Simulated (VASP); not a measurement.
A run of VASP 6.6.1 is set up as follows.

The input POSCAR:

```
HgTe
1.0
    0.0000000000      3.2145000000      3.2145000000
    3.2145000000      0.0000000000      3.2145000000
    3.2145000000      3.2145000000      0.0000000000
Hg Te
1 1
Direct
    0.0000000000      0.0000000000      0.0000000000
    0.7500000000      0.7500000000      0.7500000000
```

File INCAR.step1:

```
SYSTEM = HgTe
PREC = Accurate ; ENCUT = 600
EDIFF = 1E-8 ; ISMEAR = -1
SIGMA = 0.05 ; LREAL = .False.
LASPH = .True. ; NELM = 100
ALGO = Fast ; ISIF = 3
LWAVE = .False. ; LCHARG = .False.
IBRION = 2 ; NSW = 40
EDIFFG = -0.002
```

Contents of INCAR.step2:

```
SYSTEM = HgTe
PREC = Accurate ; ENCUT = 600
EDIFF = 1E-8 ; ISMEAR = -1
SIGMA = 0.05 ; LREAL = .False.
LASPH = .True. ; NELM = 100
ALGO = Fast ; ISIF = 3
LWAVE = .False. ; LCHARG = .False.
IBRION = 6 ; NFREE = 2
POTIM = 0.015 ; NSW = 1
```

Contents of KPOINTS:

```
regular mesh
0
Gamma
  5 5 5
  0 0 0
```

Potentials or basis: VASP PAW LDA potentials, release 64 (Hg, Te).

Command:

```sh
$ cat potpaw_LDA.64/Hg/POTCAR potpaw_LDA.64/Te/POTCAR > POTCAR
$ cp INCAR.step1 INCAR
$ mpirun -np 1 vasp_std > vasp.out
$ cp CONTCAR POSCAR
$ cp INCAR.step2 INCAR
$ mpirun -np 1 vasp_std > vasp.out
```

Question: Estimate the elastic constants C11, C12, C44.

Answer: 57, 42, 21 GPa.

Question: What does it give for the Voigt bulk modulus?

Answer: 47 GPa.

Question: Predict the highest phonon frequency at Γ, LO-TO splitting left out.

Answer: 116 cm⁻¹.

Question: Estimate the relaxed cell.

Answer: a = 4.565 Å, b = 4.565 Å, c = 4.565 Å, α = 60.00°, β = 60.00°, γ = 60.00°.

Question: What does it give for the relaxed volume?

Answer: 33.64 Å³/atom.

Final structure:
```
Hg Te
1.0
     0.00000    3.22799    3.22799
     3.22799    0.00000    3.22799
     3.22799    3.22799    0.00000
Hg Te
1 1
Direct
  0.00000 0.00000 0.00000
  0.75000 0.75000 0.75000
```

Spin-orbit coupling is left out, which matters for the levels of Hg, Te.
